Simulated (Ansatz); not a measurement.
Here is an Ansatz 0.2.0 calculation.

input.yaml

```yaml
crystal:
  lattice:
    - [4.3662, 0.0, 0.0]
    - [-2.1831, 3.781240118, 0.0]
    - [0.0, 0.0, 4.9536]
  atoms:
    - { symbol: Se, position: [0.7746, 0.7746, 0.0] }
    - { symbol: Se, position: [0.0, 0.2254, 0.6666666667] }
    - { symbol: Se, position: [0.2254, 0.0, 0.3333333333] }
kpoints:
  mp_grid: { grid: [7, 7, 6] }
  band_path:
    path:
      - [0.0, 0.0, 0.0]
      - [0.5, 0.0, 0.0]
      - [0.3333333333, 0.3333333333, 0.0]
      - [0.0, 0.0, 0.0]
      - [0.0, 0.0, 0.5]
      - [0.5, 0.0, 0.5]
      - [0.3333333333, 0.3333333333, 0.5]
      - [0.0, 0.0, 0.5]
    npoints: 6
scf:
  occupations: { method: fermi_dirac, width: 0.05 }
hamiltonian:
  xc: lda
  pseudopotentials: { kind: all_electron, lapw: { basis_error: 0.002 } }
output:
  forces: true
  stress: true
  eigenvalues: true
```

Potentials or basis: all-electron LAPW, scalar-relativistic.

Launch:

```bash
$ ansatz run input.yaml --threads 2 --pin off --max-ram 6144MiB --backend cpu --events-out ev --progress --plain --runs-dir out
```

Problem. Predict the pressure.

Solution. -1.3 GPa.

Problem. What does it give for the band gap along the path?

Solution. 0.93 eV, indirect (least direct gap 1.12 eV).

Problem. Predict the largest force.

Solution. 0.212 eV/Å.

Problem. Estimate the band gap on the k mesh.

Solution. 1.10 eV, indirect (least direct gap 1.41 eV).

Forces on the atoms (eV/Å):
```
Se  -0.106 -0.183  0.000
Se  -0.106  0.183  0.000
Se   0.212  0.000  0.000
```

Caveat: the mesh misses the band edges, which the band path finds closer together. Expect the measured gap to be larger: semilocal functionals such as LDA lack the derivative discontinuity.
